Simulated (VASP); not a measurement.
**Sn: single point with r2SCAN**

Crystal: Sn.

```
Sn
1.0
     4.01667    0.00000    0.00000
    -2.00834    3.47854    0.00000
     0.00000    0.00000   10.93972
Sn
4
Direct
  0.00000 0.00000 0.25000
  0.00000 0.00000 0.75000
  0.33333 0.66667 0.75000
  0.66667 0.33333 0.25000
```

The cell was built by a generator and needn't be a form met in nature.

```json
{"Program": "VASP 6.6.1", "Task": "single point", "Functional": "r2SCAN", "Potentials or basis": "VASP PAW PBE potentials, release 64 (Sn_d)", "Cutoff": "520 eV", "k mesh": "6 × 6 × 2", "Occupations": "gaussian, width 0.1 eV", "Spin": "no spin polarisation", "Dipole correction": "no", "Further INCAR settings": "ALGO = Normal; EDIFF = 1e-06; NBANDS = 36"}
```

```yaml
Pressure: 32.6 GPa
Band_gap_on_the_k_mesh: none (metal or under the smearing width)
```

Stress tensor (GPa, compression positive):
```
49.17  0.00  0.00
 0.00 49.17  0.00
 0.00  0.00 -0.65
```

Levels at points of the mesh, in eV from the Fermi level:
```csv
k point,band 26,band 27,band 28,band 29,band 30,band 31
"(0.00, 0.00, 0.00)",-0.45,-0.43,-0.43,2.22,2.83,2.89
"(0.50, 0.00, 0.00)",-3.03,-1.42,-1.13,0.83,1.14,1.84
"(0.00, 0.00, 0.50)",-0.44,-0.44,-0.44,2.86,2.86,3.43
"(0.50, 0.00, 0.50)",-3.04,-1.26,-1.26,0.89,0.89,1.90
```

Run time: 5 min on 1 thread of Intel(R) Xeon(R) Platinum 8259CL CPU @ 2.50GHz (Skylake/Cascade Lake) (shared host), peak memory 0.3 GiB.

Caveat: a pressure of tens of GPa on the cell as given is suspect, and the run, the potentials or the cell itself is likely at fault; the PAW data sets were made with another functional, which shifts forces and pressure a little.
